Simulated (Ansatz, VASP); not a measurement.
**One calculation of Si, two programs**

Contents of INCAR:

```
SYSTEM = Si
PREC = Accurate
ENCUT = 520
EDIFF = 1E-6
ISMEAR = 0
SIGMA = 0.05
LREAL = .FALSE.
LASPH = .TRUE.
NELM = 100
ALGO = Normal
ISIF = 2
LWAVE = .FALSE.
LCHARG = .TRUE.
GGA = PE
LELF = .TRUE.
LVHAR = .TRUE.
NBANDS = 8
```

KPOINTS

```
regular mesh
0
G
  20 20 20
  0 0 0
```

The input POSCAR:

```
Si
1.0
    0.0000000000      1.9073532507      1.9073532507
    1.9073532507      0.0000000000      1.9073532507
    1.9073532507      1.9073532507      0.0000000000
Si
1
Direct
    0.0000000000      0.0000000000      0.0000000000
```

Input for Ansatz:

```yaml
crystal:
  lattice:
    - [0.0, 1.9073532507, 1.9073532507]
    - [1.9073532507, 0.0, 1.9073532507]
    - [1.9073532507, 1.9073532507, 0.0]
  atoms:
    - { symbol: Si, position: [0.0, 0.0, 0.0] }
basis:
  ecutwfc: 420
  ecutrho_ratio: 4
kpoints:
  mp_grid: { grid: [20, 20, 20] }
hamiltonian:
  xc: pbe
scf:
  occupations: { method: gaussian, width: 0.05 }
output:
  forces: true
  stress: true
  eigenvalues: true
```

Alike in both runs: task single point; functional PBE; k mesh 20 × 20 × 20; occupations gaussian, width 0.05 eV; no spin polarisation.

|  | VASP | Ansatz |
| --- | --- | --- |
| version | VASP 6.6.1 | Ansatz 0.2.0 |
| potentials or method | VASP PAW PBE potentials, release 64 (Si) | scalar-relativistic, plane waves, PAW |
| plane-wave cutoff (eV) | 520 | 420 |
| valence electrons in the cell | 4 | 4 |

|  | VASP | Ansatz | Ansatz less VASP |
| --- | --- | --- | --- |
| gap on the k mesh at the Fermi level (eV) | none | none | - |
| pressure (GPa) | 3.6 | 3.7 | +0.04 |

A gap of «none» marks a metal or a gap that the smearing closes.
